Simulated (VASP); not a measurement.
A run of VASP 6.6.1 is set up as follows.

File INCAR:

```
SYSTEM = TaN
PREC = Accurate
ENCUT = 520
EDIFF = 1E-7
ISMEAR = 0
SIGMA = 0.05
LREAL = .False.
LASPH = .True.
NELM = 100
ALGO = Normal
ISIF = 2
LWAVE = .False.
LCHARG = .False.
ISPIN = 2
MAGMOM = 0.5 0
LORBIT = 11
LMAXMIX = 4
LDAU = .True.
LDAUTYPE = 2
LDAUL = 2 -1
LDAUU = 6 0
LDAUJ = 0 0
LDAUPRINT = 1
GGA = PS
```

File KPOINTS:

```
regular mesh
0
Gamma
  7 7 7
  0 0 0
```

POSCAR

```
TaN
1.0
    0.0000000000      2.1790013100      2.1790013100
    2.1790013100      0.0000000000      2.1790013100
    2.1790013100      2.1790013100      0.0000000000
Ta N
1 1
Direct
    0.5000000000      0.5000000000      0.5000000000
    0.0000000000      0.0000000000      0.0000000000
```

Potentials or basis: VASP PAW PBE potentials, release 64 (Ta_pv, N).

Run with:

```console
$ cat potpaw_PBE.64/Ta_pv/POTCAR potpaw_PBE.64/N/POTCAR > POTCAR
$ mpirun -np 1 vasp_std > vasp.out
```

Q: What does it give for the net moment?

A: 0.00 μB per cell.

Q: What does it give for the pressure?

A: 25.4 GPa.

Eigenvalues of the final occupation matrices:
```
    site  spin  trace               eigenvalues
site 1 d     1   1.16  0.20 0.20 0.26 0.26 0.26
site 1 d     2   1.16  0.20 0.20 0.26 0.26 0.26
```

Caveat: the PAW data sets were made with another functional, which shifts forces and pressure a little. The state reached can hang on the start; a lower one may exist.
